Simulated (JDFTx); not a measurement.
Crystal: KMgF3.

```xyz
5
Lattice="3.9859 0.0000 0.0000 0.0000 3.9859 0.0000 0.0000 0.0000 3.9859" Properties=species:S:1:pos:R:3 pbc="T T T"
K     1.9929    1.9929    1.9929
Mg    0.0000    0.0000    0.0000
F     0.0000    0.0000    1.9929
F     0.0000    1.9929    0.0000
F     1.9929    0.0000    0.0000
```

- Program: JDFTx 1.7.0 (patched build)
- Task: relaxation of cell and atoms
- Functional: PBE
- Dispersion: D3
- Potentials or basis: PseudoDojo-SR-PBE-0.5-standard with smoothed tails
- Cutoff: 1143 eV
- Density cutoff: 9143 eV
- k mesh: 7 × 7 × 7
- Occupations: fermi-dirac, width 0.05 eV
- Spin: no spin polarisation

At the start: pressure 2.8 GPa; volume 12.67 Å³/atom.

Q: How do energy, volume and symmetry change on relaxing?

A: Over 6 steps the energy falls by 4.3 meV/atom and the volume is 13.17 Å³/atom (+4.0 %); space group Pm-3m (No. 221, to 0.05 Å).

Step by step:
| step | energy change (eV) | largest force (eV/Å) | pressure (GPa) | volume (Å³) |
| --- | --- | --- | --- | --- |
| 1 | 0.0000 | 0.0000 | 2.84 | 63.33 |
| 2 | -0.0067 | 0.0000 | 2.33 | 63.74 |
| 3 | -0.0215 | 0.0000 | 0.12 | 65.72 |
| 4 | -0.0216 | 0.0000 | 0.00 | 65.83 |
| 5 | -0.0216 | 0.0000 | 0.01 | 65.83 |
| 6 | -0.0216 | 0.0000 | 0.00 | 65.84 |

Final structure:
```xyz
5
Lattice="4.0380 0.0000 0.0000 0.0000 4.0380 0.0000 0.0000 0.0000 4.0380" Properties=species:S:1:pos:R:3 pbc="T T T"
K     2.0190    2.0190    2.0190
Mg    0.0000    0.0000    0.0000
F     0.0000    0.0000    2.0190
F     0.0000    2.0190    0.0000
F     2.0190    0.0000    0.0000
```
